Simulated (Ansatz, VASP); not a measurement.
**One calculation of I, two programs**

```
I
1.0
     0.00000    2.33363    3.85700
     2.16262    0.00000    3.85700
     2.16262    2.33363    0.00000
I
1
Direct
  0.00000 0.00000 0.00000
```

Alike in both runs: task single point; functional PBE; dispersion D3(BJ); k mesh 9 × 9 × 9; occupations fermi-dirac, width 0.05 eV; no spin polarisation.

```csv
,VASP,Ansatz
version,VASP 6.6.1,Ansatz 0.2.0
potentials or method,"VASP PAW PBE potentials, release 64 (I)",Ansatz PAW
plane-wave cutoff (eV),520,420
valence electrons in the cell,7,17
```

```tsv
	VASP	Ansatz	Ansatz less VASP
gap on the k mesh at the Fermi level (eV)	none	none	-
pressure (GPa)	0.1	0.2	+0.04
largest component of the traceless stress (GPa)	0.86	0.89	+0.039
dispersion energy (meV/atom)	-331.9	-332.0	-0.09
```

A gap of «none» marks a metal or a gap that the smearing closes. The two sets of potentials don't hold the same shells in valence.

Caveats: an odd number of electrons without spin polarisation forces a metal; a magnetic or distorted state may lie lower; pairwise dispersion overbinds metals, which lowers pressure and volume. Spin-orbit coupling is left out, which matters for the levels of I.
